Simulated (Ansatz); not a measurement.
# Nb under changes of volume

One of the cells (18.428 Å³/atom); the others are scaled copies at fixed shape and fractional positions:

```
CELL_PARAMETERS angstrom
-1.66395 1.66395 1.66395
1.66395 -1.66395 1.66395
1.66395 1.66395 -1.66395
ATOMIC_POSITIONS crystal
Nb 0.00000 0.00000 0.00000
```

```yaml
Program: Ansatz 0.2.0
Functional: RPBE
Dispersion: D4
Potentials_or_basis: Ansatz PAW
Cutoff: "420 eV (not typed: the program's choice for these potentials)"
k_mesh: 11 × 11 × 11
Occupations: fermi-dirac, width 0.05 eV
Spin: no spin polarisation
```

```csv
volume (Å³/atom),energy over the lowest point (meV/atom),pressure (GPa)
17.322,13.84,6.8
17.691,2.66,2.9
18.060,0.00,-0.7
18.428,5.28,-4.0
18.797,17.89,-7.0
19.165,?,?
19.534,62.72,-12.3
```

Q: What does the run at 19.165 Å³/atom give?

A: Energy over the lowest point 37.25 meV/atom; pressure -9.8 GPa.

Worked out: A Birch-Murnaghan fit of order 3 (a polynomial in V^(-2/3)) to the other rows has its minimum at 17.99 Å³/atom with B0 = V·E''(V) = 170 GPa and B' = 2.9. It gives 37.16 meV/atom at 19.165 Å³/atom, against the run's 37.25, and -dE/dV = -9.8 GPa, against -9.8.

Energies are extrapolated to zero smearing.

Caveats: pairwise dispersion overbinds metals, which lowers pressure and volume; the PAW data sets come from PBE, with cores solved anew for the run's functional, which leaves a small shift of forces and pressure.
